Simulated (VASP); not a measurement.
The system is BN.

```
N B
1.0
     0.00000    1.81300    1.81300
     1.81300    0.00000    1.81300
     1.81300    1.81300    0.00000
N B
1 1
Direct
  0.25000 0.25000 0.25000
  0.00000 0.00000 0.00000
```

The cell is a database's computed one.

| Quantity | Value |
| --- | --- |
| Program | VASP 6.6.1 |
| Task | relaxation of cell and atoms |
| Functional | PBE |
| Dispersion | MBD |
| Potentials or basis | VASP PAW PBE potentials, release 64 (N, B) |
| Cutoff | 600 eV |
| k mesh | 13 × 13 × 13 |
| Occupations | fermi-dirac, width 0.05 eV |
| Spin | no spin polarisation |

At the start: pressure -7.1 GPa; volume 5.96 Å³/atom.

**Question.** How do energy, volume and symmetry change on relaxing?

**Answer.** Over 3 steps the energy falls by 2.4 meV/atom and the volume is 5.85 Å³/atom (-1.8 %); space group F-43m (No. 216, to 0.05 Å).

Step by step:
| step | energy change (eV) | largest force (eV/Å) | pressure (GPa) | volume (Å³) |
| --- | --- | --- | --- | --- |
| 1 | 0.0000 | 0.0000 | -7.13 | 11.92 |
| 2 | 0.0008 | 0.0000 | 7.66 | 11.47 |
| 3 | -0.0048 | 0.0000 | -0.47 | 11.70 |

Final structure:
```cif
data_structure
_symmetry_space_group_name_H-M 'P 1'
_symmetry_Int_Tables_number 1
_cell_length_a 2.5483
_cell_length_b 2.5483
_cell_length_c 2.5483
_cell_angle_alpha 60.000
_cell_angle_beta 60.000
_cell_angle_gamma 60.000
_cell_volume 11.70
loop_
_atom_site_label
_atom_site_type_symbol
_atom_site_fract_x
_atom_site_fract_y
_atom_site_fract_z
_atom_site_occupancy
N1 N 0.25000 0.25000 0.25000 1
B1 B 0.00000 0.00000 0.00000 1
```
